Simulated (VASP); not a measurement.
Crystal: C.

```xyz
8
Lattice="4.8639 0.0000 0.0000 0.0000 3.6412 0.0000 0.0000 0.0000 2.3704" Properties=species:S:1:pos:R:3 pbc="T T T"
C     0.0000    0.6180    0.4008
C     2.4320    3.0233    1.5860
C     2.4320    0.6180    0.7844
C     0.0000    3.0233    1.9695
C     1.2160    1.3955    0.5926
C     1.2160    2.2458    1.7778
C     3.6480    2.2458    1.7778
C     3.6480    1.3955    0.5926
```

The cell was built by a generator and needn't be a form met in nature.

* Program: VASP 6.6.1
* Task: relaxation of cell and atoms
* Functional: PBE
* Potentials or basis: VASP PAW PBE potentials, release 64 (C)
* Cutoff: 600 eV
* k mesh: 4 × 6 × 8
* Occupations: gaussian, width 0.1 eV
* Spin: no spin polarisation

At the start: pressure 66.7 GPa; volume 5.25 Å³/atom.

Task: Where does the relaxation end?

Result: Over 12 steps the energy falls by 735.1 meV/atom and the volume is 5.70 Å³/atom (+8.6 %); space group Fd-3m (No. 227, to 0.05 Å).

Step by step:
| step | energy change (eV) | largest force (eV/Å) | pressure (GPa) | volume (Å³) |
| --- | --- | --- | --- | --- |
| 1 | 0.0000 | 6.6956 | 66.72 | 41.98 |
| 2 | -1.0588 | 7.0663 | -54.11 | 56.55 |
| 3 | -4.2623 | 5.0495 | -22.02 | 49.33 |
| 4 | -1.5830 | 12.4005 | -10.64 | 50.04 |
| 5 | -5.3596 | 1.1142 | -30.68 | 49.61 |
| 6 | -5.5856 | 1.6051 | 26.25 | 43.20 |
| 7 | -5.8674 | 0.4919 | -1.52 | 45.76 |
| 8 | -5.8674 | 0.5039 | -0.81 | 45.68 |
| 9 | -5.8691 | 0.5060 | 1.86 | 45.40 |
| 10 | -5.8805 | 0.0453 | 0.50 | 45.53 |
| 11 | -5.8808 | 0.0589 | -0.20 | 45.61 |
| 12 | -5.8809 | 0.0213 | 0.06 | 45.58 |

Final structure:
```
CELL_PARAMETERS angstrom
5.05179 0.00000 0.00000
0.00000 3.57108 0.00000
0.00000 0.00000 2.52657
ATOMIC_POSITIONS crystal
C 0.00000 0.12492 0.24995
C 0.50000 0.87508 0.74995
C 0.50000 0.12492 0.25005
C 0.00000 0.87508 0.75005
C 0.25000 0.37503 0.25000
C 0.25000 0.62497 0.75000
C 0.75000 0.62497 0.75000
C 0.75000 0.37503 0.25000
```
